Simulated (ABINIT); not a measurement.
Crystal: SbPt.

```
Pt Sb
1.0
     4.12000    0.00000    0.00000
    -2.06000    3.56802    0.00000
     0.00000    0.00000    5.47000
Pt Sb
2 2
Direct
  0.00000 0.00000 0.50000
  0.00000 0.00000 0.00000
  0.66667 0.33333 0.75000
  0.33333 0.66667 0.25000
```

Base run:

- Program: ABINIT 10.8.3 (patched build)
- Functional: LDA
- Potentials or basis: JTH PAW LDA v2.0 sp
- Cutoff: 408 eV
- k mesh: 6 × 6 × 4
- Occupations: fermi-dirac, width 0.05 eV
- Spin: no spin polarisation

Its results: band gap on the k mesh none (metal or under the smearing width); pressure 2.7 GPa.

**Question.** The run is repeated on the same cell with these changes: potentials or basis from JTH PAW LDA v2.0 sp to PseudoDojo NC SR LDA v0.4.1 standard; cutoff from 408 eV to 1088 eV; valence electrons from 30 to 66. What comes out?

**Answer.** Band gap on the k mesh none (metal or under the smearing width); pressure 0.5 GPa.

Caveats: the cutoff is short for stress, so the pressure is rough (some runs); this set keeps more shells in the core, which shifts pressures and gaps (some runs).
